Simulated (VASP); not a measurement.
# Hf (Im-3m) in VASP: further runs

Aim: see how the results for Hf move with the level of theory and the settings. Levels: r2SCAN, vdW-DF2. Tasks: equation of state, band structure.

Everything below comes from runs of VASP 6.6.1. Logs are shortened: lines on timing, memory, paths and dates and some standing lists are left out, and cuts for length are marked.

## Step 1: The undisturbed crystal

Symmetry: Im-3m, No. 229, cubic system. The conventional cell has a = 3.610 Å, b = 3.610 Å, c = 3.610 Å, α = 90.00°, β = 90.00°, γ = 90.00°. Hf (site symmetry m-3m) has 8 Hf at 3.13 Å as nearest neighbours.

This isn't the form of Hf at room conditions, which is hcp.

## Step 2: Equation of state, r2SCAN, 22.82 Å³/atom

INCAR

```
PREC     = Accurate       # precision mode
ENCUT    = 900            # plane-wave cutoff, eV
EDIFF    = 1E-8           # SCF threshold, eV
ISMEAR   = 1              # smearing method
SIGMA    = 0.1            # smearing width, eV
LREAL    = False          # projectors in reciprocal space
LASPH    = True           # aspherical terms in the spheres
NELM     = 100            # most SCF steps
ALGO     = Normal         # electronic algorithm
ISIF     = 2              # what is computed and relaxed
LWAVE    = False          # write WAVECAR
LCHARG   = False          # write CHGCAR
METAGGA  = R2SCAN         # meta-GGA
LMIXTAU  = True         
ADDGRID  = False
```

KPOINTS

```
regular mesh
0
Gamma
  19 19 19
```

POSCAR

```
Hf
1.0
   -1.7867664301      1.7867664301      1.7867664301
    1.7867664301     -1.7867664301      1.7867664301
    1.7867664301      1.7867664301     -1.7867664301
Hf
1
Direct
    0.0000000000      0.0000000000      0.0000000000
```

Potentials or basis: VASP PAW PBE potentials, release 64 (Hf).

The run is started by

```console
cat potpaw_PBE.64/Hf/POTCAR > POTCAR
mpirun -np 1 vasp_std > vasp.out
```

OUTCAR:

```text
PREC = Accurate
   ENCUT = 900
   EDIFF = 1E-8
   ISMEAR = 1
   LREAL = False
   LASPH = True
   NELM = 100
   ISIF = 2
   METAGGA = R2SCAN

 ion  position               nearest neighbor table
   1  0.000  0.000  0.000-

  LATTYP: Found a body centered cubic cell.
 ALAT       =     3.5735328602

  Lattice vectors:

 A1 = (  -1.7867664301,   1.7867664301,   1.7867664301)
 A2 = (   1.7867664301,  -1.7867664301,   1.7867664301)
 A3 = (   1.7867664301,   1.7867664301,  -1.7867664301)

Analysis of symmetry for initial positions (statically):
=====================================================================
 Subroutine PRICEL returns:
 Original cell was already a primitive cell.

 Routine SETGRP: Setting up the symmetry group for a
 body centered cubic supercell.

 Subroutine GETGRP returns: Found 48 space group operations
 (whereof 48 operations were pure point group operations)
 out of a pool of 48 trial point group operations.

The static configuration has the point symmetry O_h .

Analysis of symmetry for dynamics (positions and initial velocities):
=====================================================================
 Subroutine PRICEL returns:
 Original cell was already a primitive cell.

 Routine SETGRP: Setting up the symmetry group for a
 body centered cubic supercell.

 Subroutine GETGRP returns: Found 48 space group operations
 (whereof 48 operations were pure point group operations)
 out of a pool of 48 trial point group operations.

The dynamic configuration has the point symmetry O_h .

 Subroutine INISYM returns: Found 48 space group operations
 (whereof 48 operations are pure point group operations),
 and found     1 'primitive' translations

----------------------------------------------------------------------------------------

                                     Primitive cell

  volume of cell :      22.8173

  direct lattice vectors                    reciprocal lattice vectors
    -1.786766430  1.786766430  1.786766430     0.000000000  0.279835121  0.279835121
     1.786766430 -1.786766430  1.786766430     0.279835121  0.000000000  0.279835121
     1.786766430  1.786766430 -1.786766430     0.279835121  0.279835121  0.000000000

  length of vectors
     3.094770238  3.094770238  3.094770238     0.395746623  0.395746623  0.395746623

  position of ions in fractional coordinates (direct lattice)
     0.000000000  0.000000000  0.000000000

  ion indices of the primitive-cell ions
   primitive index   ion index
                 1           1

----------------------------------------------------------------------------------------

 KPOINTS: regular mesh

Automatic generation of k-mesh.
 Grid dimensions read from file:
 generate k-points for:   19   19   19

 Generating k-lattice:

  Cartesian coordinates                     Fractional coordinates (reciprocal lattice)
     0.000000000  0.014728164  0.014728164     0.052631579  0.000000000  0.000000000
     0.014728164  0.000000000  0.014728164     0.000000000  0.052631579  0.000000000
     0.014728164  0.014728164  0.000000000     0.000000000  0.000000000  0.052631579

  Length of vectors
     0.020828770  0.020828770  0.020828770

  Shift w.r.t. Gamma in fractional coordinates (k-lattice)
     0.000000000  0.000000000  0.000000000

 Subroutine IBZKPT returns following result:
 ===========================================

 Found    220 irreducible k-points:

 Following reciprocal coordinates:
            Coordinates               Weight
  0.000000  0.000000  0.000000      1.000000
  0.052632  0.000000  0.000000     12.000000
  0.105263  0.000000  0.000000     12.000000
  0.157895  0.000000  0.000000     12.000000
  0.210526  0.000000  0.000000     12.000000
  0.263158  0.000000  0.000000     12.000000
[... 16 lines left out ...]
  0.263158  0.105263  0.000000     48.000000
  0.315789  0.105263  0.000000     48.000000
 [... further k-points ...]
   k-points           NKPTS =    220   k-points in BZ     NKDIM =    220   number of bands    NBANDS=      6
   number of dos      NEDOS =    301   number of ions     NIONS =      1
   total plane-waves  NPLWV =  27000
   dimension x,y,z NGX =    30 NGY =   30 NGZ =   30
   dimension x,y,z NGXF=    60 NGYF=   60 NGZF=   60
   ions per type =               1
   NGX,Y,Z   is equivalent  to a cutoff of  16.12, 16.12, 16.12 a.u.
   NGXF,Y,Z  is equivalent  to a cutoff of  32.23, 32.23, 32.23 a.u.
 SYSTEM =  unknown system
   PREC   = accura    normal or accurate (medium, high low for compatibility)
   ISTART =      0    job   : 0-new  1-cont  2-samecut
   ICHARG =      2    charge: 1-file 2-atom 10-const
   ISPIN  =      1    spin polarized calculation?
   LNONCOLLINEAR =      F non collinear calculations
   LSORBIT =      F    spin-orbit coupling
   LASPH  =      T    aspherical Exc in radial PAW
   ENCUT  =  900.0 eV  66.15 Ry    8.13 a.u.   7.57  7.57  7.57*2*pi/ulx,y,z
   NELM   =    100;   NELMIN=  2; NELMDL= -5     # of ELM steps
   EDIFF  = 0.1E-07   stopping-criterion for ELM
   LREAL  =      F    real-space projection
   EDIFFG = 0.1E-06   stopping-criterion for IOM
   NSW    =      0    number of steps for IOM
   IBRION =     -1    ionic relax: 0-MD 1-quasi-New 2-CG
   NFREE  =      0    steps in history (QN), initial steepest desc. (CG)
   ISIF   =      2    stress and relaxation
   ISYM   =      2    0-nonsym 1-usesym 2-fastsym
   POTIM  = 0.5000    time-step for ionic-motion
   TEBEG  =    0.0;   TEEND  =   0.0 temperature during run
   PSTRESS=    0.0 pullay stress
   NELECT =       4.0000    total number of electrons
   NUPDOWN=      -1.0000    fix difference up-down
   EMIN   =  10.00;   EMAX   =-10.00  energy-range for DOS
   EFERMI =   0.00;   METHOD = LEGACY
   ISMEAR =     1;   SIGMA  =   0.10  broadening in eV -4-tet -1-fermi 0-gaus
   EFERMI_NEDOS =   21; number of points for ismear=-14 and -15
   IALGO  =     38    algorithm
   IMIX   =      4    mixing-type and parameters
     AMIX     =   0.40;   BMIX     =  1.00
     AMIX_MAG =   1.60;   BMIX_MAG =  1.00
  volume/ion in A,a.u.               =      22.82       153.98
  Fermi-wavevector in a.u.,A,eV,Ry     =   0.916235  1.731434 11.421917  0.839487
  Thomas-Fermi vector in A             =   2.041068
   LORBIT       =      0    0 simple, 1 ext, 2 COOP (PROOUT), +10 PAW based schemes
   METAGGA = R2SCAN    functional components
   LHFCALC =     F    Hartree Fock is set to
   AEXX    =    0.0000 exact exchange contribution
   IVDW    =     0    specifies the selected vdW correction
   LEPSILON=     F    determine dielectric tensor
   LRPA    =     F    only Hartree local field effects (RPA)
 non-spin polarized calculation
 Methfessel and Paxton  Order N= 1 SIGMA  =   0.10
  energy-cutoff  :      900.00
  volume of cell :       22.82
 maximum number of plane-waves:      1433
   NGX = 15   NGY = 15   NGZ = 15

 number of electron       4.0000000 magnetization

 Free energy of the ion-electron system (eV)
  ---------------------------------------------------
  ext. energy  EPLUGINS =         0.00000000
  ---------------------------------------------------
  free energy    TOTEN  =       -44.89640957 eV

  energy without entropy =      -44.89625063  energy(sigma->0) =      -44.89635659

 E-fermi :   4.6388     XC(G=0): -11.5772

 val. band max:        4.6361195296   @ k =   0.3158   0.0526   0.0000
 cond. band min:       4.6523147547   @ k =   0.1579   0.1053   0.1053
 fundamental gap:      0.0161952251
 Fermi energy:         4.6388168337

 k-point     1 :       0.0000    0.0000    0.0000
  band No.  band energies     occupation
      1      -2.6479      2.00000
      2       6.3460     -0.00000
      3       6.3460     -0.00000
      4       6.3460     -0.00000
      5       9.0825      0.00000
      6       9.0825      0.00000

 k-point     2 :       0.0526    0.0000    0.0000
  band No.  band energies     occupation
      1      -2.5451      2.00000
      2       6.2701     -0.00000
      3       6.3160     -0.00000
      4       6.4462     -0.00000
      5       8.9579      0.00000
      6       9.0805      0.00000

 k-point     3 :       0.1053    0.0000    0.0000
  band No.  band energies     occupation
      1      -2.2431      2.00000
      2       6.0602     -0.00000
      3       6.1963     -0.00000
      4       6.7445      0.00000
      5       8.6936      0.00000
      6       9.0810      0.00000

 k-point     4 :       0.1579    0.0000    0.0000
  band No.  band energies     occupation
      1      -1.7624      2.00000
      2       5.7592     -0.00000
      3       5.9318     -0.00000
      4       7.2333      0.00000
      5       8.5026      0.00000
      6       9.0998      0.00000

 k-point     5 :       0.2105    0.0000    0.0000
  band No.  band energies     occupation
      1      -1.1408      2.00000
      2       5.4173     -0.00000
      3       5.5447     -0.00000
      4       7.8992      0.00000
      5       8.4955      0.00000
      6       9.1550      0.00000
[... 136 lines left out ...]
 k-point    21 :       0.1579    0.1053    0.0000
  band No.  band energies     occupation
      1      -0.8726      2.00000
      2       5.3034     -0.00000
      3       5.3710     -0.00000
      4       8.1977      0.00000
      5       8.2690      0.00000
      6       9.4260      0.00000

 k-point    22 :       0.2105    0.1053    0.0000
  band No.  band energies     occupation
      1      -0.1776      2.00000
      2       4.9197     -0.00052
      3       5.0735     -0.00000
      4       8.3122      0.00000
      5       9.0809      0.00000
      6       9.5665      0.00000

 k-point    23 :       0.2632    0.1053    0.0000
  band No.  band energies     occupation
      1       0.5110      2.00000
      2       4.6322      1.11119
      3       4.8343     -0.01848
      4       8.5136      0.00000
      5       9.6813      0.00000
      6      10.0160      0.00000

 k-point    24 :       0.3158    0.1053    0.0000
  band No.  band energies     occupation
      1       1.0673      2.00000
      2       4.4666      2.03515
      3       4.7546     -0.06941
      4       8.7238      0.00000
      5       9.7754      0.00000
      6      10.9927      0.00000

 [... further k-points ...]
[... 5 lines left out ...]
  --------------------------------------------------------------------------------------
  -------------------------------------------------------------------------------------
  Total       -0.7302277     -0.7302277     -0.7302277     -0.0000000      0.0000000     -0.0000000
  in kB      -51.2749869    -51.2749869    -51.2749869     -0.0000000      0.0000000     -0.0000000
  external PRESSURE =     -51.2749869 kB  Pullay stress =       0.0000000 kB

 VOLUME and BASIS-vectors are now :
 -----------------------------------------------------------------------------
  energy-cutoff  :      900.00
  volume of cell :       22.82
      direct lattice vectors                 reciprocal lattice vectors
    -1.786766430  1.786766430  1.786766430     0.000000000  0.279835121  0.279835121
     1.786766430 -1.786766430  1.786766430     0.279835121  0.000000000  0.279835121
     1.786766430  1.786766430 -1.786766430     0.279835121  0.279835121  0.000000000

 POSITION                                       TOTAL-FORCE (eV/Angst)
 -----------------------------------------------------------------------------------
      0.00000      0.00000      0.00000         0.000000     -0.000000      0.000000
 -----------------------------------------------------------------------------------
    total drift:                                0.000000     -0.000000      0.000000

  FREE ENERGIE OF THE ION-ELECTRON SYSTEM (eV)
  ---------------------------------------------------
  free  energy   TOTEN  =       -44.8964095664 eV

  energy  without entropy=      -44.8962506333  energy(sigma->0) =      -44.89635659
```

Wall time 5.7 min (1 thread of Intel Xeon Platinum 8488C (Sapphire Rapids), shared host); peak memory 0.25 GiB.

What came out:

```
Free energy            : -44.8964 eV
Pressure               : -5.1 GPa
Band gap on the k mesh : none (metal or under the smearing width)
```

Caveat: the PAW data sets were made with another functional, which shifts forces and pressure a little.

## Step 3: Equation of state, r2SCAN, 24.23 Å³/atom

INCAR is that of step 2.

KPOINTS is that of step 2.

POSCAR

```
Hf
1.0
   -1.8228724495      1.8228724495      1.8228724495
    1.8228724495     -1.8228724495      1.8228724495
    1.8228724495      1.8228724495     -1.8228724495
Hf
1
Direct
    0.0000000000      0.0000000000      0.0000000000
```

Potentials or basis: VASP PAW PBE potentials, release 64 (Hf).

The run is started by

```console
cat potpaw_PBE.64/Hf/POTCAR > POTCAR
mpirun -np 1 vasp_std > vasp.out
```

Wall time 3.8 min (1 thread of Intel Xeon Platinum 8488C (Sapphire Rapids), shared host); peak memory 0.25 GiB.

Results (log left out):

| Item | Value |
| --- | --- |
| Free energy | -44.8277 eV |
| Pressure | -10.2 GPa |
| Band gap on the k mesh | none (metal or under the smearing width) |

Caveat: the PAW data sets were made with another functional, which shifts forces and pressure a little.

## Step 4: Equation of state, r2SCAN, 22.82 Å³/atom

Changes to INCAR since step 3:

```diff
@@ -1,4 +1,4 @@
 PREC     = Accurate       # precision mode
-ENCUT    = 900            # plane-wave cutoff, eV
-EDIFF    = 1E-8           # SCF threshold, eV
+ENCUT    = 500            # plane-wave cutoff, eV
+EDIFF    = 1E-7           # SCF threshold, eV
 ISMEAR   = 1              # smearing method
```

KPOINTS

```
regular mesh
0
Gamma
  13 13 13
```

POSCAR

```
Hf
1.0
   -1.7867664301      1.7867664301      1.7867664301
    1.7867664301     -1.7867664301      1.7867664301
    1.7867664301      1.7867664301     -1.7867664301
Hf
1
Direct
    0.0000000000      0.0000000000      0.0000000000
```

The run is started by

```console
cat potpaw_PBE.64/Hf/POTCAR > POTCAR
mpirun -np 1 vasp_std > vasp.out
```

Run time: 46 s. Hardware: 1 thread of Intel Xeon Platinum 8488C (Sapphire Rapids), shared host; peak memory 0.14 GiB.

These settings aren't checked as converged: the numbers below hold their error.

What came out:

```yaml
Free_energy: -44.8950 eV
Pressure: -5.1 GPa
Band_gap_on_the_k_mesh: none (metal or under the smearing width)
```

Caveat: the PAW data sets were made with another functional, which shifts forces and pressure a little.

## Step 5: Equation of state, r2SCAN, 24.23 Å³/atom

INCAR is that of step 4.

KPOINTS is that of step 4.

POSCAR

```
Hf
1.0
   -1.8228724495      1.8228724495      1.8228724495
    1.8228724495     -1.8228724495      1.8228724495
    1.8228724495      1.8228724495     -1.8228724495
Hf
1
Direct
    0.0000000000      0.0000000000      0.0000000000
```

The run is started by

```console
cat potpaw_PBE.64/Hf/POTCAR > POTCAR
mpirun -np 1 vasp_std > vasp.out
```

Run time: 45 s. Hardware: 1 thread of Intel Xeon Platinum 8488C (Sapphire Rapids), shared host; peak memory 0.15 GiB.

The run converged, but some of its settings lie outside the range that counts as converged, so its numbers aren't taken as properties of the crystal.

What came out:

```
Free energy            : -44.8263 eV
Pressure               : -10.2 GPa
Band gap on the k mesh : none (metal or under the smearing width)
```

Caveat: the PAW data sets were made with another functional, which shifts forces and pressure a little.

## Step 6: Equation of state, r2SCAN, 22.82 Å³/atom

INCAR is that of step 5.

KPOINTS

```
regular mesh
0
Gamma
  16 16 16
```

POSCAR

```
Hf
1.0
   -1.7867664301      1.7867664301      1.7867664301
    1.7867664301     -1.7867664301      1.7867664301
    1.7867664301      1.7867664301     -1.7867664301
Hf
1
Direct
    0.0000000000      0.0000000000      0.0000000000
```

Potentials or basis: VASP PAW PBE potentials, release 64 (Hf).

The run is started by

```console
cat potpaw_PBE.64/Hf/POTCAR > POTCAR
mpirun -np 1 vasp_std > vasp.out
```

Wall time 69 s (1 thread of Intel Xeon Platinum 8488C (Sapphire Rapids), shared host); peak memory 0.15 GiB.

The run converged, but some of its settings lie outside the range that counts as converged, so its numbers aren't taken as properties of the crystal.

What came out:

```yaml
Free_energy: -44.8970 eV
Pressure: -5.2 GPa
Band_gap_on_the_k_mesh: none (metal or under the smearing width)
```

Caveat: the PAW data sets were made with another functional, which shifts forces and pressure a little.

## Step 7: Equation of state, r2SCAN, 24.23 Å³/atom

INCAR is that of step 6.

KPOINTS is that of step 6.

POSCAR

```
Hf
1.0
   -1.8228724495      1.8228724495      1.8228724495
    1.8228724495     -1.8228724495      1.8228724495
    1.8228724495      1.8228724495     -1.8228724495
Hf
1
Direct
    0.0000000000      0.0000000000      0.0000000000
```

The run is started by

```console
cat potpaw_PBE.64/Hf/POTCAR > POTCAR
mpirun -np 1 vasp_std > vasp.out
```

Wall time 66 s (1 thread of Intel Xeon Platinum 8488C (Sapphire Rapids), shared host); peak memory 0.16 GiB.

These settings aren't checked as converged: the numbers below hold their error.

What came out:

```
Free energy            : -44.8284 eV
Pressure               : -10.1 GPa
Band gap on the k mesh : none (metal or under the smearing width)
```

Caveat: the PAW data sets were made with another functional, which shifts forces and pressure a little.

## Step 8: Equation of state, r2SCAN, 22.82 Å³/atom

Changes to INCAR since step 7:

```diff
@@ -1,3 +1,3 @@
 PREC     = Accurate       # precision mode
-ENCUT    = 500            # plane-wave cutoff, eV
+ENCUT    = 600            # plane-wave cutoff, eV
 EDIFF    = 1E-7           # SCF threshold, eV
```

KPOINTS is that of step 7.

POSCAR

```
Hf
1.0
   -1.7867664301      1.7867664301      1.7867664301
    1.7867664301     -1.7867664301      1.7867664301
    1.7867664301      1.7867664301     -1.7867664301
Hf
1
Direct
    0.0000000000      0.0000000000      0.0000000000
```

The run is started by

```console
cat potpaw_PBE.64/Hf/POTCAR > POTCAR
mpirun -np 1 vasp_std > vasp.out
```

It took 2.7 min on 1 thread of Intel Xeon Platinum 8488C (Sapphire Rapids), shared host; peak memory 0.19 GiB.

The run converged, but some of its settings lie outside the range that counts as converged, so its numbers aren't taken as properties of the crystal.

Results:

| Quantity | Value |
| --- | --- |
| Free energy | -44.8968 eV |
| Pressure | -5.1 GPa |
| Band gap on the k mesh | none (metal or under the smearing width) |

Caveat: the PAW data sets were made with another functional, which shifts forces and pressure a little.

## Step 9: Equation of state, r2SCAN, 24.23 Å³/atom

INCAR is that of step 8.

KPOINTS is that of step 8.

POSCAR

```
Hf
1.0
   -1.8228724495      1.8228724495      1.8228724495
    1.8228724495     -1.8228724495      1.8228724495
    1.8228724495      1.8228724495     -1.8228724495
Hf
1
Direct
    0.0000000000      0.0000000000      0.0000000000
```

Potentials or basis: VASP PAW PBE potentials, release 64 (Hf).

The run is started by

```console
cat potpaw_PBE.64/Hf/POTCAR > POTCAR
mpirun -np 1 vasp_std > vasp.out
```

Wall time 2.5 min (1 thread of Intel Xeon Platinum 8488C (Sapphire Rapids), shared host); peak memory 0.19 GiB.

These settings aren't checked as converged: the numbers below hold their error.

What came out:

```
Free energy            : -44.8281 eV
Pressure               : -10.1 GPa
Band gap on the k mesh : none (metal or under the smearing width)
```

Caveat: the PAW data sets were made with another functional, which shifts forces and pressure a little.

(Continued in part 2 of 8.)
